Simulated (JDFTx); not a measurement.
# Ho (Fm-3m) in JDFTx: reference runs

Aim: a first look at Ho with PBE, on the cell as given and on a disturbed one.

All numbers are computed with JDFTx 1.7.0 (patched build); they aren't measurements. Logs are shortened: lines on timing, memory, paths and dates and some standing lists are left out, and cuts for length are marked. The log counts tension as positive stress, the text compression.

### Step 1. The crystal as given

The structure is cubic, space group Fm-3m (No. 225). The conventional cell has a = 4.988 Å, b = 4.988 Å, c = 4.988 Å, α = 90.00°, β = 90.00°, γ = 90.00°. Ho (site symmetry m-3m) is surrounded by 12 Ho at 3.53 Å.

This isn't the form of Ho at room conditions, which is hcp.

### Step 2. Single point, PBE

File Ho.in:

```
lattice \
    0.0000000000     4.7134405901     4.7134405901 \
    4.7134405901     0.0000000000     4.7134405901 \
    4.7134405901     4.7134405901     0.0000000000
coords-type Lattice
ion Ho     0.0000000000     0.0000000000     0.0000000000 1

ion-species pseudo/Ho.upf
elec-cutoff 25
elec-ex-corr gga-PBE
kpoint-folding 9 9 9
elec-smearing Fermi 0.0018374661
elec-n-bands 11
electronic-SCF nIterations 100 energyDiffThreshold 1e-09
electronic-minimize nIterations 30 energyDiffThreshold 1e-7
converge-empty-states yes
forces-output-coords Cartesian

dump-name run.$VAR
dump End Ecomponents EigStats BandEigs Kpoints Forces Stress
```

Potentials or basis: PseudoDojo-SR-PBE-0.4 3+ lanthanide files with smoothed tails.

On the command line:

```bash
jdftx -c 1 -i Ho.in -o Ho.out
```

What it wrote:

```text
*************** JDFTx 1.7.0 (patched build) ***************

Input parsed successfully to the following command list (including defaults):
[... the input with its defaults ...]

---------- Setting up symmetries ----------

Found 48 point-group symmetries of the bravais lattice
Found 48 space-group symmetries with basis
Applied RMS atom displacement 0 bohrs to make symmetries exact.

---------- Initializing the Grid ----------
R =
[            0      4.71344      4.71344  ]
[      4.71344            0      4.71344  ]
[      4.71344      4.71344            0  ]
unit cell volume = 209.433
G =
[  -0.666518   0.666518   0.666518  ]
[   0.666518  -0.666518   0.666518  ]
[   0.666518   0.666518  -0.666518  ]
Minimum fftbox size, Smin = [  32  32  32  ]
Chosen fftbox size, S = [  32  32  32  ]

---------- Exchange Correlation functional ----------
Initalized PBE GGA exchange.
Initalized PBE GGA correlation.

---------- Setting up pseudopotentials ----------
Width of ionic core gaussian charges (only for fluid interactions / plotting) set to 0

Reading pseudopotential file 'pseudo/Ho.upf':
  'Ho' pseudopotential, 'PBE' functional
  Generated using ONCVPSP code by D. R. Hamann
  11 valence electrons, 4 orbitals, 7 projectors, 1001 radial grid points, with lMax = 3
    5S    l: 0   occupation:  2.0   eigenvalue: -1.999511
    5P    l: 1   occupation:  6.0   eigenvalue: -1.070661
    5D    l: 2   occupation:  1.0   eigenvalue: -0.080819
    6S    l: 0   occupation:  2.0   eigenvalue: -0.159411
  Core radius for overlap checks: 2.48 bohrs.

Initialized 1 species with 1 total atoms.

Folded 1 k-points by 9x9x9 to 729 k-points.

---------- Setting up k-points, bands, fillings ----------
Reduced to 35 k-points under symmetry.
Computing the number of bands and number of electrons
Calculating initial fillings.
nElectrons:  11.000000   nBands: 11   nStates: 35

----- Setting up reduced wavefunction bases (one per k-point) -----
average nbasis = 1250.885 , ideal nbasis = 1250.398

---------- Setting up ewald sum ----------
Optimum gaussian width for ewald sums = 2.402925 bohr.
Real space sum over 2197 unit cells with max indices [  6  6  6  ]
Reciprocal space sum over 2197 terms with max indices [  6  6  6  ]

---------- Allocating electronic variables ----------
Initializing wave functions:  linear combination of atomic orbitals
Note: number of bands (11) exceeds available atomic orbitals (10)
Ho pseudo-atom occupations:   s ( 2 2 )  p ( 6 )  d ( 1 )
	FillingsUpdate:  mu: +0.394273322  nElectrons: 11.000000
LCAOMinimize: Iter:   0  F: -39.4882386316869898  |grad|_K:  2.660e-05  alpha:  1.000e+00
	FillingsUpdate:  mu: +0.394232223  nElectrons: 11.000000
LCAOMinimize: Iter:   1  F: -39.4882400761421621  |grad|_K:  1.398e-06  alpha:  9.645e-01  linmin: -1.520e-03  cgtest:  1.889e-02
	FillingsUpdate:  mu: +0.394234642  nElectrons: 11.000000
LCAOMinimize: Iter:   2  F: -39.4882400800087723  |grad|_K:  3.015e-08  alpha:  9.333e-01  linmin: -8.449e-04  cgtest: -2.064e-02
	FillingsUpdate:  mu: +0.394234626  nElectrons: 11.000000
LCAOMinimize: Iter:   3  F: -39.4882400800090778  |grad|_K:  1.737e-08  alpha:  4.113e-01  linmin: -9.447e-02  cgtest:  9.999e-01
LCAOMinimize: Encountered beta<0, resetting CG.
LCAOMinimize: Converged (|Delta F|<1.000000e-06 for 2 iters).

-------- Electronic minimization -----------
Will mix electronic density at each iteration.
	FillingsUpdate:  mu: +0.394234626  nElectrons: 11.000000
	FillingsUpdate:  mu: +0.383289657  nElectrons: 11.000000
SCF: Cycle:  0   F: -39.500472266015592   dF: -1.223e-02   |Residual|: 2.168e-02   |deigs|: 6.159e-02
	FillingsUpdate:  mu: +0.381583735  nElectrons: 11.000000
SCF: Cycle:  1   F: -39.500850125406920   dF: -3.779e-04   |Residual|: 1.200e-02   |deigs|: 6.205e-03
	FillingsUpdate:  mu: +0.379856581  nElectrons: 11.000000
SCF: Cycle:  2   F: -39.500977210849278   dF: -1.271e-04   |Residual|: 2.888e-03   |deigs|: 5.623e-03
	FillingsUpdate:  mu: +0.380011889  nElectrons: 11.000000
SCF: Cycle:  3   F: -39.500977219949448   dF: -9.100e-09   |Residual|: 1.034e-03   |deigs|: 8.864e-04
	FillingsUpdate:  mu: +0.379880317  nElectrons: 11.000000
SCF: Cycle:  4   F: -39.500978359263996   dF: -1.139e-06   |Residual|: 1.824e-04   |deigs|: 4.514e-04
	FillingsUpdate:  mu: +0.379858969  nElectrons: 11.000000
SCF: Cycle:  5   F: -39.500978367458536   dF: -8.195e-09   |Residual|: 1.462e-04   |deigs|: 1.006e-04
	FillingsUpdate:  mu: +0.379868782  nElectrons: 11.000000
SCF: Cycle:  6   F: -39.500978381365357   dF: -1.391e-08   |Residual|: 2.189e-05   |deigs|: 4.721e-05
	FillingsUpdate:  mu: +0.379868617  nElectrons: 11.000000
SCF: Cycle:  7   F: -39.500978381730974   dF: -3.656e-10   |Residual|: 8.828e-06   |deigs|: 2.358e-06
	FillingsUpdate:  mu: +0.379868415  nElectrons: 11.000000
SCF: Cycle:  8   F: -39.500978381779589   dF: -4.862e-11   |Residual|: 4.549e-06   |deigs|: 1.842e-06
SCF: Converged (|Delta E|<1.000000e-09 for 2 iters).

Setting wave functions to eigenvectors of Hamiltonian
Converging empty states (this may take a while): |deigs|: 4.431e-05

# Stress tensor in Cartesian coordinates [Eh/a0^3]:
[  1.93566e-05            0            0  ]
[            0  1.93566e-05            0  ]
[            0            0  1.93566e-05  ]

# Ionic positions in lattice coordinates:
ion Ho   0.000000000000000   0.000000000000000   0.000000000000000 1

# Forces in Cartesian coordinates:
force Ho  -0.000000000000000  -0.000000000000000   0.000000000000000 1

# Energy components:
   Eewald =      -29.4248065910172087
       EH =        6.2349139129324485
     Eloc =      -21.2582811047738645
      Enl =        0.5255026110129002
      Exc =      -11.0720527073116024
 Exc_core =        4.6484368932355071
       KE =       10.8458024901985794
-------------------------------------
     Etot =      -39.5004844957232351
       TS =        0.0004938860563526
-------------------------------------
        F =      -39.5009783817795892

IonicMinimize: Iter:   0  F: -39.500978381779589  |grad|_K:  0.000e+00
IonicMinimize: Converged (|grad|_K<1.000000e-04).

#--- Lowdin population analysis ---
# oxidation-state Ho +0.035

Dumping 'run.eigStats' ...
	eMin: -1.428488 at state 0 ( [ +0.000000 +0.000000 +0.000000 ] spin 0 )
	HOMO: +0.379506 at state 27 ( [ +0.111111 +0.222222 -0.444444 ] spin 0 )
	mu  : +0.379869
	LUMO: +0.380612 at state 34 ( [ +0.222222 +0.444444 -0.333333 ] spin 0 )
	eMax: +0.835161 at state 13 ( [ +0.000000 +0.222222 +0.222222 ] spin 0 )
	HOMO-LUMO gap: +0.001106
	Optical gap  : +0.033318 at state 34 ( [ +0.222222 +0.444444 -0.333333 ] spin 0 )
Done!
```

Run time: 10 s. Hardware: 1 thread of Arm Neoverse V2, shared host; peak memory 0.06 GiB.

What came out:

- Free energy: -1074.8764 eV
- Pressure: -0.6 GPa
- Band gap on the k mesh: none (metal or under the smearing width)

Levels at points of the mesh, in eV from the Fermi level:
| k point | band 3 | band 4 | band 5 | band 6 | band 7 | band 8 |
| --- | --- | --- | --- | --- | --- | --- |
| (0.00, 0.00, 0.00) | -23.73 | -23.73 | -5.39 | 1.89 | 1.89 | 1.89 |

Caveat: the 4f electrons are frozen in the core as for a trivalent ion, so they carry no moment and show no levels.

### Step 3. Single point, PBE (cell strained at random at fixed volume)

File Ho.in:

```
lattice \
   -0.0707721331     4.6220357748     4.7557244495 \
    4.7429820262     0.0562363597     4.7496622081 \
    4.7252280493     4.5982176667    -0.0774542047
coords-type Lattice
ion Ho     0.0029510000    -0.0090460000     0.0147550000 1

ion-species pseudo/Ho.upf
elec-cutoff 25
elec-ex-corr gga-PBE
kpoint-folding 9 9 9
elec-smearing Fermi 0.0018374661
elec-n-bands 11
electronic-SCF nIterations 100 energyDiffThreshold 1e-09
electronic-minimize nIterations 30 energyDiffThreshold 1e-7
converge-empty-states yes
forces-output-coords Cartesian

dump-name run.$VAR
dump End Ecomponents EigStats BandEigs Kpoints Forces Stress ElecDensity Dtot KEdensity
```

Potentials or basis: PseudoDojo-SR-PBE-0.4 3+ lanthanide files with smoothed tails.

On the command line:

```bash
jdftx -c 1 -i Ho.in -o Ho.out
```

It took 1.8 min on 1 thread of Arm Neoverse V2, shared host; peak memory 0.29 GiB.

It converged, with:

```
Free energy            : -1074.8697 eV
Pressure               : -0.5 GPa
Band gap on the k mesh : none (metal or under the smearing width)
```

Stress tensor (GPa, compression positive):
```
-0.54 -0.43  1.40
-0.43 -0.61 -0.35
 1.40 -0.35 -0.39
```

Levels at points of the mesh, in eV from the Fermi level:
```csv
k point,band 2,band 3,band 4,band 5,band 6,band 7,band 8,band 9
"(0.00, 0.00, 0.00)",-23.74,-23.72,-23.70,-5.38,1.63,1.83,2.23,4.23
```

Caveat: the 4f electrons are frozen in the core as for a trivalent ion, so they carry no moment and show no levels. The run has no spin-orbit coupling, so splittings on Ho are missing.
